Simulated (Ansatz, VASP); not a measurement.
# Ba in VASP and in Ansatz

```xyz
2
Lattice="0.0000 2.8287 2.8287 2.8287 0.0000 2.8287 2.8287 2.8287 0.0000" Properties=species:S:1:pos:R:3 pbc="T T T"
Ba   -0.7072   -0.7072   -0.7072
Ba    0.7072    0.7072    0.7072
```

Change from the starting cell: volume scaled by 0.4, LAPW.

Alike in both runs: task single point; functional PBE; k mesh 9 × 9 × 9; occupations fermi-dirac, width 0.05 eV; no spin polarisation.

|  | VASP | Ansatz |
| --- | --- | --- |
| version | VASP 6.6.1 | Ansatz 0.2.0 |
| potentials or method | VASP PAW PBE potentials, release 64 (Ba_sv), cutoff 520 eV | all-electron LAPW, scalar-relativistic |

```csv
,VASP,Ansatz,Ansatz less VASP
pressure (GPa),136.4,114.2,-22.22
```

Ansatz ran all-electron here, so the differences hold the error of VASP's frozen core and of both bases.

Caveats: the cell as given lies far from equilibrium; so large a pressure means that the cell lies far from this level's equilibrium, or that cutoff or potentials fall short (VASP). The runs have no spin-orbit coupling, so splittings on Ba are missing.
